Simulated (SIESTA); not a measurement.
Crystal: Al.

```xyz
1
Lattice="0.0000 2.0248 2.0248 2.0248 0.0000 2.0248 2.0248 2.0248 0.0000" Properties=species:S:1:pos:R:3 pbc="T T T"
Al    0.0000    0.0000    0.0000
```

Program: SIESTA 5.4.2. Alike in all runs: no spin polarisation; cell as given; k mesh 11 × 11 × 11; smearing fermi-dirac 0.05 eV; grid cutoff 500 Ry.

**Question.** Order these runs on this cell by their pressure, lowest first.
A. level vdW-DF-cx; potentials or basis SPMS 1.0 (PBE files) or PseudoDojo by element, DZP (energy shift 0.002 Ry; radii capped at 9.5 bohr); energy shift 0.002 Ry
B. level LDA; potentials or basis PseudoDojo 0.4 standard (LDA files), DZP (energy shift 0.003 Ry); energy shift 0.003 Ry
C. level VV10; potentials or basis PseudoDojo 0.4 standard (PBE files), SZ (energy shift 0.002 Ry; radii capped at 9.5 bohr); energy shift 0.002 Ry
D. level PBEsol; potentials or basis PseudoDojo 0.4 standard (PBEsol files), DZP (energy shift 0.003 Ry); energy shift 0.003 Ry
E. level PBE; potentials or basis PseudoDojo 0.4 standard (PBE files), DZ (energy shift 0.002 Ry; radii capped at 9.5 bohr); energy shift 0.002 Ry

**Answer.** B (-3.7 GPa), D (-1.9 GPa), A (-0.2 GPa), E (4.6 GPa), C (15.8 GPa).

Caveats: the basis of atomic orbitals isn't converged, which shifts pressures, moduli and gaps; the basis has no polarisation orbitals (some runs); the potentials were made for another functional, which shifts forces and pressure (some runs); the non-local part is tabulated coarsely and may be off by about a percent (some runs); so large a pressure means that the cell lies far from this level's equilibrium, or that cutoff or potentials fall short (some runs).

Not every run made on this cell is shown here.
